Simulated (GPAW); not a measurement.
Write an ASE script for GPAW 26.7.0 that does the following.

```
Task                : single point
Functional          : PBEsol
Potentials or basis : PAW data sets generated in the run's folder for this functional
Cutoff              : 600 eV
Basis               : pw
k mesh              : 5 × 5 × 5
Occupations         : gaussian, width 0.05 eV
Spin                : no spin polarisation
Hubbard terms       : Pt d U = 6 eV
Maxiter             : 150
```

Crystal: TePt.

```
CELL_PARAMETERS angstrom
0.00000 3.24504 3.24504
3.24504 0.00000 3.24504
3.24504 3.24504 0.00000
ATOMIC_POSITIONS crystal
Pt 0.00000 0.00000 0.00000
Te 0.25000 0.25000 0.25000
```

Measurements of this composition are mostly on another form, of space group No. 166.

One way to write it, as run:

run.py

```python
from ase import Atoms
from ase.dft.bandgap import bandgap
from ase.io import write
from ase.units import GPa
from gpaw import GPAW, PW, setup_paths

setup_paths.insert(0, '.')

atoms = Atoms(['Pt', 'Te'],
              cell=[[0.0, 3.24504255, 3.24504255],
                    [3.24504255, 0.0, 3.24504255],
                    [3.24504255, 3.24504255, 0.0]],
              scaled_positions=[[0.0, 0.0, 0.0],
                                [0.25, 0.25, 0.25]],
              pbc=True)

calc = GPAW(mode=PW(600),
            xc='PBEsol',
            kpts={'size': (5, 5, 5), 'gamma': True},
            occupations={'name': 'methfessel-paxton', 'order': 0, 'width': 0.05},
            setups={'Pt': ':d,6.0'},
            nbands=22,
            convergence={'density': 1e-05, 'energy': 1e-05},
            maxiter=150,
            txt='gpaw.txt')
atoms.calc = calc
energy = atoms.get_potential_energy()
forces = atoms.get_forces()
stress = atoms.get_stress()
calc.write('gs.gpw')
write('result.traj', atoms)
print(f'Energy: {energy:.6f} eV')
print('Forces (eV/A):')
print(forces.round(4))
print('Stress (GPa):', (stress / GPa).round(3))
print('Fermi level:', round(calc.get_fermi_level(), 4), 'eV')
print(f'Gap: {bandgap(calc)[0]:.4f} eV, direct: {bandgap(calc, direct=True)[0]:.4f} eV')
```

Potentials or basis: PAW data sets generated in the run's folder for this functional, pw.

Run with:

```sh
$ gpaw-setup -f PBEsol Pt Te
$ OMP_NUM_THREADS=1 python run.py
```

It gave:

- Pressure: -12.8 GPa
- Band gap on the k mesh: none (metal or under the smearing width)

Caveat: U without spin polarisation on a metal has little footing; the U is typed as a test and isn't derived for this compound.

Wall time 11 s on 1 thread of Intel(R) Xeon(R) 6975P-C (Granite Rapids), with other jobs on the host, peak memory 0.16 GiB.
